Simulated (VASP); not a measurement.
# SiC (Moissanite): input slips in a phonon run and what they do

Aim: see how common mistakes in a phonon run show up, on SiC (Moissanite). The starting structure is a measured crystal structure from the Crystallography Open Database.

Main program and level: VASP 6.6.1; Kohn-Sham DFT with plane waves and PAW; LDA.

## (1) The structure

It takes space group P6_3mc (No. 186, hexagonal). Conventional cell: a = 3.081 Å, b = 3.081 Å, c = 15.125 Å, α = 90.00°, β = 90.00°, γ = 120.00°. Si has 4 C at 1.89 Å nearest. Nearest to Si lie 4 C at 1.89 Å. Nearest to Si lie 4 C at 1.88 to 1.90 Å. Nearest to C lie 4 Si at 1.89 to 1.90 Å. Nearest to C lie 4 Si at 1.89 Å. Nearest to C lie 4 Si at 1.88 to 1.89 Å. Farther neighbours are not listed.

As a file:

```xyz
12
Lattice="3.0810 0.0000 0.0000 -1.5405 2.6682 0.0000 0.0000 0.0000 15.1248" Properties=species:S:1:pos:R:3 pbc="T T T"
Si    0.0000    1.7788   12.5974
Si    1.5405    0.8894    5.0350
Si    1.5405    0.8894   10.0792
Si    0.0000    1.7788    2.5168
Si    0.0000    0.0000    7.5624
Si    0.0000    0.0000    0.0000
C     0.0000    0.0000   13.2282
C     0.0000    0.0000    5.6658
C     0.0000    1.7788   10.7084
C     1.5405    0.8894    3.1460
C     1.5405    0.8894    8.1855
C     0.0000    1.7788    0.6231
```

## (2) Reference modes

The cell comes from a relaxation at this level, not shown (121.87 Å³).

Input file INCAR:

```
SYSTEM = SiC
PREC = Accurate
ENCUT = 520
EDIFF = 1E-08
NELM = 100
ISMEAR = 0
SIGMA = 0.03
LREAL = .FALSE.
ALGO = Normal
GGA = CA
NBANDS = 36
LORBIT = 11
LWAVE = .FALSE.
LCHARG = .FALSE.
KPAR = 16
IBRION = 6
NFREE = 2
POTIM = 0.015
NSW = 1
ISIF = 2
```

Input file POSCAR:

```
SiC
1.0
    3.0610042824      0.0000000000      0.0000000000
   -1.5305021412      2.6509074697      0.0000000000
    0.0000000000      0.0000000000     15.0194426681
Si C
6 6
Direct
    0.3333333333      0.6666666667      0.8329886054
    0.6666666667      0.3333333333      0.3329886054
    0.6666666667      0.3333333333      0.6665012699
    0.3333333333      0.6666666667      0.1665012699
    0.0000000000      0.0000000000      0.4997280722
    0.0000000000      0.0000000000      0.9997280722
    0.0000000000      0.0000000000      0.8743687602
    0.0000000000      0.0000000000      0.3743687602
    0.3333333333      0.6666666667      0.7079996376
    0.6666666667      0.3333333333      0.2079996376
    0.6666666667      0.3333333333      0.5415136547
    0.3333333333      0.6666666667      0.0415136547
```

Input file KPOINTS:

```
Automatic mesh
0
Gamma
9 9 2
0 0 0
```

PAW data sets: Si and C (LDA family, release 64).

On the command line:

```bash
mpirun -np 16 vasp_std
```

Output:

```text
[banner, memory and clock lines left out]
running   16 mpi-ranks, on    1 nodes
 distrk:  each k-point on    1 cores,   16 groups
 distr:  one band on    1 cores,    1 groups

 POSCAR found type information on POSCAR SiC
 POSCAR found :  2 types and      12 ions
|                                                                             |
|           W    W    AA    RRRRR   N    N  II  N    N   GGGG   !!!           |
|           W    W   A  A   R    R  NN   N  II  NN   N  G    G  !!!           |
|           W    W  A    A  R    R  N N  N  II  N N  N  G       !!!           |
|           W WW W  AAAAAA  RRRRR   N  N N  II  N  N N  G  GGG   !            |
|           WW  WW  A    A  R   R   N   NN  II  N   NN  G    G                |
|           W    W  A    A  R    R  N    N  II  N    N   GGGG   !!!           |
|                                                                             |
|     For optimal performance we recommend to set                             |
|       NCORE = 2 up to number-of-cores-per-socket                            |
|     NCORE specifies how many cores store one orbital (NPAR=cpu/NCORE).      |
|     This setting can greatly improve the performance of VASP for DFT.       |
|     The default, NCORE=1 might be grossly inefficient on modern             |
|     multi-core architectures or massively parallel machines. Do your        |
|     Unfortunately you need to use the default for GW and RPA                |
|     calculations (for HF NCORE is supported but not extensively tested      |
|     yet).                                                                   |
|                                                                             |

 LDA part: xc-table for (Slater(with rela. corr.)+CA(PZ))
 , standard interpolation
 POSCAR, INCAR and KPOINTS ok, starting setup
 FFT: planning ... GRIDC
 FFT: planning ... GRID_SOFT
 FFT: planning ... GRID
 WAVECAR not read
 entering main loop
       N       E                     dE             d eps       ncg     rms          rms(c)
DAV:   1     0.114217684600E+03    0.11422E+03   -0.21835E+04  1728   0.119E+03
DAV:   2    -0.100606742404E+03   -0.21482E+03   -0.20064E+03  2252   0.212E+02
DAV:   3    -0.112232465888E+03   -0.11626E+02   -0.11543E+02  2284   0.468E+01
DAV:   4    -0.112411694043E+03   -0.17923E+00   -0.17882E+00  2240   0.675E+00
DAV:   5    -0.112415539766E+03   -0.38457E-02   -0.38425E-02  2216   0.937E-01    0.227E+01
DAV:   6    -0.100380811150E+03    0.12035E+02   -0.35688E+01  2128   0.220E+01    0.104E+01
DAV:   7    -0.999894751303E+02    0.39134E+00   -0.34785E+00  2296   0.716E+00    0.410E+00
DAV:   8    -0.998861973008E+02    0.10328E+00   -0.23022E-01  2104   0.189E+00    0.144E+00
DAV:   9    -0.998680650095E+02    0.18132E-01   -0.32980E-02  2144   0.800E-01    0.176E-01
DAV:  10    -0.998682091619E+02   -0.14415E-03   -0.16404E-03  2132   0.188E-01    0.954E-02
DAV:  11    -0.998682254074E+02   -0.16246E-04   -0.62735E-05  2192   0.423E-02    0.269E-02
DAV:  12    -0.998682157022E+02    0.97052E-05   -0.19337E-05  2120   0.188E-02    0.135E-02
DAV:  13    -0.998682148442E+02    0.85800E-06   -0.45622E-06  2168   0.855E-03    0.234E-03
DAV:  14    -0.998682148422E+02    0.19600E-08   -0.39513E-07  2228   0.335E-03    0.215E-03
DAV:  15    -0.998682148444E+02   -0.21591E-08   -0.15801E-07  2128   0.169E-03    0.898E-04
DAV:  16    -0.998682148545E+02   -0.10158E-07   -0.63703E-09  1240   0.397E-04    0.552E-04
DAV:  17    -0.998682148576E+02   -0.30323E-08   -0.16112E-09  1248   0.191E-04
   1 F= -.99868215E+02 E0= -.99868215E+02  d E =-.139850E-22
[... from here on, the cycles between the ionic steps are left out ...]
   2 F= -.99865918E+02 E0= -.99865918E+02  d E =-.111350E-20
   3 F= -.99865918E+02 E0= -.99865918E+02  d E =-.111398E-20
   4 F= -.99864657E+02 E0= -.99864657E+02  d E =-.139936E-23
   5 F= -.99864574E+02 E0= -.99864574E+02  d E =-.266490E-22
   6 F= -.99865930E+02 E0= -.99865930E+02  d E =-.102725E-21
   7 F= -.99865930E+02 E0= -.99865930E+02  d E =-.102716E-21
   8 F= -.99864617E+02 E0= -.99864617E+02  d E =-.659469E-23
   9 F= -.99864517E+02 E0= -.99864517E+02  d E =-.221631E-22
  10 F= -.99865940E+02 E0= -.99865940E+02  d E =-.455382E-21
  11 F= -.99865940E+02 E0= -.99865940E+02  d E =-.455336E-21
  12 F= -.99864689E+02 E0= -.99864689E+02  d E =-.245121E-23
  13 F= -.99864602E+02 E0= -.99864602E+02  d E =-.675949E-22
  14 F= -.99865969E+02 E0= -.99865969E+02  d E =-.117140E-21
  15 F= -.99865969E+02 E0= -.99865969E+02  d E =-.117054E-21
  16 F= -.99865016E+02 E0= -.99865016E+02  d E =-.166667E-21
  17 F= -.99865102E+02 E0= -.99865102E+02  d E =-.373128E-24
  18 F= -.99865937E+02 E0= -.99865937E+02  d E =-.571289E-21
  19 F= -.99865937E+02 E0= -.99865937E+02  d E =-.571294E-21
  20 F= -.99864982E+02 E0= -.99864982E+02  d E =-.202729E-21
  21 F= -.99865069E+02 E0= -.99865069E+02  d E =-.107667E-11
  22 F= -.99865968E+02 E0= -.99865968E+02  d E =-.256524E-21
  23 F= -.99865968E+02 E0= -.99865968E+02  d E =-.256350E-21
  24 F= -.99864954E+02 E0= -.99864954E+02  d E =-.106937E-10
 Finite differences progress:
  Degree of freedom:  12/ 12
  Displacement:        1/  2
  Total:              23/ 24
 bond charge predicted
       N       E                     dE             d eps       ncg     rms          rms(c)
DAV:   1    -0.998695377602E+02   -0.45834E-02   -0.21471E+00  1756   0.733E+00    0.431E-01
DAV:   2    -0.998657766136E+02    0.37611E-02   -0.19730E-02  2240   0.913E-01    0.158E-01
DAV:   3    -0.998649743895E+02    0.80222E-03   -0.36111E-03  2256   0.428E-01    0.630E-02
DAV:   4    -0.998650691109E+02   -0.94721E-04   -0.17417E-03  2148   0.196E-01    0.531E-02
DAV:   5    -0.998650595755E+02    0.95354E-05   -0.47564E-05  2240   0.363E-02    0.314E-02
DAV:   6    -0.998650545326E+02    0.50429E-05   -0.27605E-05  2164   0.243E-02    0.896E-03
DAV:   7    -0.998650536239E+02    0.90870E-06   -0.28810E-06  2280   0.972E-03    0.347E-03
DAV:   8    -0.998650535209E+02    0.10308E-06   -0.15309E-06  2120   0.504E-03    0.161E-03
DAV:   9    -0.998650535124E+02    0.84583E-08   -0.64658E-08  2272   0.175E-03
  25 F= -.99865054E+02 E0= -.99865054E+02  d E =-.171927E-20
 Finite differences progress:
  Degree of freedom:  12/ 12
  Displacement:        2/  2
  Total:              24/ 24
```

Wall time 7.4 min (16 MPI ranks of Intel Xeon Platinum 8175M at 2.50GHz (Skylake/Cascade Lake), shared host); peak memory 9.6 GiB.

Lines that name or quote the potential files are left out of all logs, and their timing lines are given in words.

[end of part 1 of 3]

[Lines on the potential files, build, host, timing and source positions are cut from VASP's logs without a mark.]

[Logs are printed without paths, hosts, clocks, repeated set-up lines and the standing remarks that a program may print on its own settings, such as how far it seeks lower states.]

[Hosts, paths, dates, database ids (printed as entryN), source tags and the programs' standing remarks are cut or masked in the printed files.]
